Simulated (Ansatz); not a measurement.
Base system: CsPbI3 in the cubic perovskite structure (space group Pm-3m, No. 221; a = 6.3327 Å). Axes: x, y, z lie along the cube axes.

Method: r2SCAN, PAW, 500 eV (Ansatz, a first-principles code; no SOC).

Base values:

The band gap is 1.70 eV and the volume per atom is 50.79 Å³.

One thing is altered: biaxial strain −0.96 %, plane normal [001], relaxed out of plane (Cartesian); in-plane vectors clamped, the third vector and the atoms free.

**Question.** Predict the new electron mass.

**Answer.** The electron mass amounts to 0.070 mₑ out of plane, 0.75 mₑ in plane (at R).

**Question.** What does the calculation give for the band gap after the change?

**Answer.** The band gap shrinks by 0.11 eV (1.70 eV → 1.59 eV).

**Question.** What does the calculation give for the volume per atom after the change?

**Answer.** The volume per atom falls by 0.845 Å³ to 49.95 Å³.

Spin-orbit coupling, missing from the scalar runs, can matter with I and Pb. Effective masses come from finite differences of ±0.01 Å⁻¹. Stability against distortions was not tested. Many cubic perovskites are stable only at high temperature; tilts and polar distortions were not tested. This is not the structure that CsPbI3 has at room temperature and ambient pressure.
